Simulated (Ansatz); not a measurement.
Level of theory: Ansatz, DFT PBE, scalar-relativistic, plane waves, PAW. Settings: cutoff 420 eV, Γ-centred meshes spaced at most about 0.3 Å⁻¹, and about 0.25 Å⁻¹ or finer for metals (2π included), Gaussian smearing. No spin polarisation.

These are static total energies at zero pressure.

Two relaxed structures of Be7S:

A. Space group Amm2 (No. 38), orthorhombic, a = 6.785 Å, b = 4.383 Å, c = 5.285 Å. Around Be on a site of symmetry mm2 lie 10 Be at 2.14–2.24 Å and 1 Be at 2.42 Å; Be on a second site of symmetry mm2 is surrounded by 10 Be at 2.14–2.24 Å and 1 Be at 2.42 Å; Be on a site of symmetry 1 is surrounded by 7 Be at 2.11–2.34 Å, 1 S at 2.33 Å and 3 Be at 2.64–2.71 Å; Be on a third site of symmetry mm2 is surrounded by 1 S at 2.09 Å, 2 S at 2.26 Å and 4 Be at 2.34 Å; S has 1 Be at 2.09 Å and 6 Be at 2.26–2.33 Å.

B. Space group P6/mmm (No. 191), hexagonal, a = 3.537 Å, c = 8.202 Å. Be on a site of symmetry 3m has 3 Be at 2.04 Å and 7 Be at 2.22–2.33 Å; Be on a site of symmetry 6/mmm is surrounded by 2 Be at 2.17 Å and 12 Be at 2.33 Å; Be on a site of symmetry 6mm is surrounded by 1 S at 1.93 Å and 7 Be at 2.17–2.30 Å; around S lie 2 Be at 1.93 Å.

Question: Which form is favoured at zero pressure, and by what margin per atom?

Answer: A is lower, by 60 meV/atom. A has space group Amm2 (No. 38), 9.8 Å³/atom and no gap on its mesh; B has space group P6/mmm (No. 191), 11.1 Å³/atom and no gap. Counting Be atoms around S (those within 1.25 times the shortest such distance or 1.15 times the sum of covalent radii), A has S 7 and B has S 2. The denser one is the lower, and pressure would at first widen the difference. Even the lower one lies +0.13 eV/atom against the reference forms of the elements (uncorrected), so neither is stable at this level. Origin: A, invented, then shaken at random and relaxed again; B, invented.

Cells relaxed within their symmetry can be saddle points.
